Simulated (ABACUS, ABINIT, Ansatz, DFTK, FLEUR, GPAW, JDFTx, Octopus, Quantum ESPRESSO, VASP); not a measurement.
# V: programs and potentials compared

```
CELL_PARAMETERS angstrom
-1.51435 1.51435 1.51435
1.51435 -1.51435 1.51435
1.51435 1.51435 -1.51435
ATOMIC_POSITIONS crystal
V 0.00000 0.00000 0.00000
```

Alike in all runs: task single point; functional PBE; k mesh 12 × 12 × 12; occupations fermi-dirac, width 0.05 eV; collinear spin, ferromagnetic start; no spin-orbit coupling. Pressure is positive in compression and, in plane waves, holds the error of the finite cutoff.

| program and potentials | plane-wave cutoff (eV) | notes | band gap (eV) | pressure (GPa) | net moment per atom (μB) |
| --- | --- | --- | --- | --- | --- |
| Octopus, pseudodojo_pbe (PseudoDojo 0.5, PBE) | - | - | no gap | - | 0.00 |
| GPAW, GPAW PAW data sets (gpaw-data 1.2.1) | 600 | - | no gap | -4.30 | 0.00 |
| ABINIT, JTH PAW PBE v2.0 | 408 | - | ? | ? | ? |
| JDFTx, PseudoDojo-SR-PBE-0.5-standard | 1143 | - | no gap | -5.25 | 0.00 |
| DFTK, PseudoDojo SR PBE 0.4.1 standard (PBE) | 1143 | - | no gap | -5.34 | 0.00 |
| FLEUR, all-electron, FLAPW | - | - | no gap | - | 0.00 |
| VASP, PBE PAW files V_sv, 520 eV | 520 | - | no gap | -5.17 | 0.00 |
| ABACUS, PseudoDojo NC SR 0.4.1 PBE standard, plane waves | 1143 | - | no gap | -5.27 | 0.00 |
| Ansatz, all-electron LAPW, scalar-relativistic | - | - | no gap | -5.42 | 0.00 |
| Quantum ESPRESSO, SSSP 1.3 efficiency PBE | 748 | - | no gap | -5.53 | 0.00 |

Task: Estimate from the other rows what the run with ABINIT, JTH PAW PBE v2.0 gave.

Result: No band gap; pressure -4.87 GPa; net moment per atom 0.00 μB. The other rows, which needn't bracket it: pressure -5.53 to -4.30; net moment per atom 0.00.
